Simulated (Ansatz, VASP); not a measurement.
# MgS: VASP beside Ansatz

```
Mg S
1.0
     0.00000    2.53661    2.53661
     2.53661    0.00000    2.53661
     2.53661    2.53661    0.00000
Mg S
1 1
Direct
  0.00000 0.00000 0.00000
  0.50000 0.50000 0.50000
```

Change from the starting cell: strain -0.025 along x and y, -0.025 along z, atoms carried along.

Alike in both runs: task single point; functional PBEsol; k mesh 8 × 8 × 8; occupations gaussian, width 0.05 eV; no spin polarisation.

|  | VASP | Ansatz |
| --- | --- | --- |
| version | VASP 6.6.1 | Ansatz 0.2.0 |
| potentials or method | VASP PAW PBE potentials, release 64 (Mg, S) | scalar-relativistic, plane waves, PAW |
| plane-wave cutoff (eV) | 520 | 420 |
| valence electrons in the cell | 8 | 16 |

Ansatz gave:

```
gap on the k mesh at the Fermi level (eV) : 2.85
least direct gap on the mesh (eV)         : 4.21
pressure (GPa)                            : 5.7
```

Problem. What did VASP give for the same quantities?

Solution. gap on the k mesh at the Fermi level (eV): 2.86; least direct gap on the mesh (eV): 4.22; pressure (GPa): 5.5.

With one functional, cell and mesh, what is left measures potentials, basis and numerics. The two sets of potentials don't hold the same shells in valence.

Caveats: the PAW data sets were made with another functional, which shifts forces and pressure a little (VASP). A k mesh can miss the band edges.
